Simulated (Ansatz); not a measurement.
A single layer of Ge after relaxation (a trial structure of the honeycomb type):

```yaml
crystal:
  lattice:
    - [4.02238, 0.00000, 0.00000]
    - [-2.01119, 3.48348, 0.00000]
    - [0.00000, 0.00000, 28.00000]
  periodic: [true, true, false]
  atoms:
    - { symbol: Ge, position: [0.33333, 0.66667, 0.51221] }
    - { symbol: Ge, position: [0.66667, 0.33333, 0.48779] }
```

Level of theory: DFT PBE+D3(BJ), scalar-relativistic, plane waves, PAW in Ansatz. Cutoff 420 eV; k points 12×12×1 on the computed 2-atom cell (Γ-centred); Gaussian smearing, width 0.10 eV; no spin polarisation. The sheet is isolated along c (Coulomb cut-off).

| Item | Value |
| --- | --- |
| Band gap on the sampled k points | none (metal or semimetal) |
| Work function | 4.47 eV |
| Bader charges (e) | Ge1 0.00, Ge2 0.00 |

Path Γ–M–K–Γ, 16 steps a segment, one row in 4; levels in eV from the Fermi level, bands counted among those of the PAW valence electrons:

```
k (1/Å) point band 12  band 13  band 14  band 15  band 16  band 17
  0.000      Γ    -3.53    -0.44    -0.44     0.59     2.31     3.91
  0.226           -3.70    -1.79    -0.77     1.87     2.38     3.85
  0.451           -4.91    -2.13    -1.37     1.80     2.40     4.46
  0.676           -6.51    -1.83    -1.60     1.15     1.95     4.83
  0.902      M    -7.41    -1.99    -1.17     0.69     1.67     5.46
  1.032           -7.44    -2.42    -0.99     0.67     2.18     5.39
  1.162           -7.55    -3.09    -0.73     0.58     3.39     5.01
  1.292           -7.81    -3.58    -0.41     0.37     4.57     4.91
  1.423      K    -8.24    -3.75     0.00     0.00     4.41     6.33
  1.683           -6.99    -3.23    -1.03     1.04     4.60     5.00
  1.943           -5.33    -2.10    -1.93     2.09     3.41     3.88
  2.204           -3.80    -1.93    -0.94     2.18     2.39     3.65
  2.464      Γ    -3.53    -0.44    -0.44     0.59     2.31     3.91
```